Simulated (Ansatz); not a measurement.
BaTiO3:

```
CELL_PARAMETERS angstrom
4.53388 -2.93796 -2.84449
-4.17915 -2.17324 2.57872
-4.67624 2.67138 -2.77803
ATOMIC_POSITIONS crystal
Ba 0.99294 0.49864 0.49912
Ba 0.99812 0.99664 0.00014
Ti 0.49527 0.25090 0.73929
Ti 0.49333 0.75158 0.24081
O 0.51082 0.50216 0.01063
O 0.51041 0.00231 0.50870
O 0.49548 0.49574 0.49913
O 0.49557 0.99266 0.99920
O 0.01119 0.00687 0.50887
O 0.00442 0.50250 0.00167
```

| Quantity | Value |
| --- | --- |
| Program | Ansatz 0.2.0 |
| Task | relaxation of cell and atoms |
| Functional | r2SCAN |
| Dispersion | rVV10 |
| Potentials or basis | Ansatz PAW |
| Cutoff | 500 eV (not typed: the program's choice for these potentials) |
| k mesh | 7 × 7 × 6 |
| Occupations | fermi-dirac, width 0.05 eV |
| Spin | no spin polarisation |

At the start: volume 12.63 Å³/atom.

Problem. How do energy, volume and symmetry change on relaxing?

Solution. It ends after 9 steps and the volume is 12.84 Å³/atom (+1.6 %); space group R3m (No. 160, to 0.05 Å).

The path:
```csv
step,energy change (eV),largest force (eV/Å),volume (Å³)
1,0.0000,0.9997,126.34
2,-1.5581,0.5856,128.78
3,-2.8196,0.3444,126.99
4,-3.2834,0.2429,126.92
5,-3.3041,0.0128,128.23
6,-3.3042,0.0008,128.25
7,-3.3156,0.0019,128.25
8,-3.3163,0.0022,128.40
9,-3.3164,0.0022,128.40
```

Final structure:
```yaml
crystal:
  lattice:
    - [4.00118, -2.82799, -2.82852]
    - [-3.99990, -2.82608, 2.82563]
    - [-4.01199, 2.82396, -2.84029]
  atoms:
    - { symbol: Ba, position: [0.99473, 0.49681, 0.49187] }
    - { symbol: Ba, position: [0.99470, 0.99679, 0.99184] }
    - { symbol: Ti, position: [0.48244, 0.24040, 0.72368] }
    - { symbol: Ti, position: [0.48244, 0.74039, 0.22367] }
    - { symbol: O, position: [0.50614, 0.50679, 0.01277] }
    - { symbol: O, position: [0.50615, 0.00679, 0.51278] }
    - { symbol: O, position: [0.50634, 0.49923, 0.51270] }
    - { symbol: O, position: [0.50634, 0.99923, 0.01270] }
    - { symbol: O, position: [0.01415, 0.00678, 0.51277] }
    - { symbol: O, position: [0.01415, 0.50678, 0.01278] }
```

Caveat: the plane-wave basis is chosen anew once the cell has moved, so the energies of steps on either side of that aren't comparable; the PAW data sets come from PBE, with cores solved anew for the run's functional, which leaves a small shift of forces and pressure.
